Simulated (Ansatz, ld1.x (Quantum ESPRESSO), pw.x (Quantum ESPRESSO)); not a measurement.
lithium (fcc): variants of one TM potential in the solid

* Element: lithium
* Generator: ld1.x (Quantum ESPRESSO) 7.5
* Type: norm-conserving Troullier–Martins (Kleinman–Bylander form)
* Functional: PBE
* Relativity: scalar-relativistic
* Frozen core: [He]
* Valence charge: 1
* Reference configuration: 2s1 2p0
* Partial waves: 2p (bound, empty): rc 4.20 bohr; 3d channel at -0.2 Ry: rc 3.60 bohr; 2s (bound): rc 2.35 bohr
* Local potential: the s channel
* Core correction: none

Crystal test: fcc Li in pw.x 7.5, no spin, 13³ k-points, Fermi–Dirac smearing 0.01 Ry, cutoffs set for each file from its atomic test. The reference is all-electron LAPW (Ansatz 0.2.0) with the same functional, mesh and smearing; V0 and B0 come from Birch–Murnaghan fits to the pressures at five volumes. Errors are pseudo minus all-electron; Δ is the rms difference of the E(V) curves that follow from these fits, minima aligned, over ±6 % about the mean V0. Mesh and smearing are coarse, so the numbers serve the comparison and aren't converged zero-temperature values; the lattice is a test structure that the element need not adopt.

All-electron: a0 = 4.329 Å (V0 = 20.28 Å³/atom), B0 = 13.7 GPa.

Base: The largest radius (4.20 bohr) exceeds half the bond length (2.90 bohr), so the spheres overlap, which is one possible source of error among others. This is a poor potential for the solid.

A dash in a converged row means that the minimum lies outside the volumes sampled.

| change | cutoffs (Ry) | pw.x | mean pressure error (GPa) |
| --- | --- | --- | --- |
| base | 35/140 | converged | -0.88 |
| all radii scaled by about 0.82 (s 1.92, p 3.44, d 2.96 bohr) | 35/140 | converged | -0.70 |
| all radii scaled by about 0.89 (s 2.08, p 3.74, d 3.20 bohr) | 35/140 | converged | -0.76 |
| all radii scaled by about 1.05 (s 2.48, p 4.42, d 3.78 bohr) | 35/140 | converged | -1.00 |
| all radii scaled by about 1.33 (s 3.14, p 5.60, d 4.80 bohr) | 35/140 | converged | -2.68 |

Problem. Give the row for: all radii scaled by about 1.18 (s 2.76, p 4.94, d 4.24 bohr).

Solution. pw.x: converged; mean pressure error (GPa): -1.60.
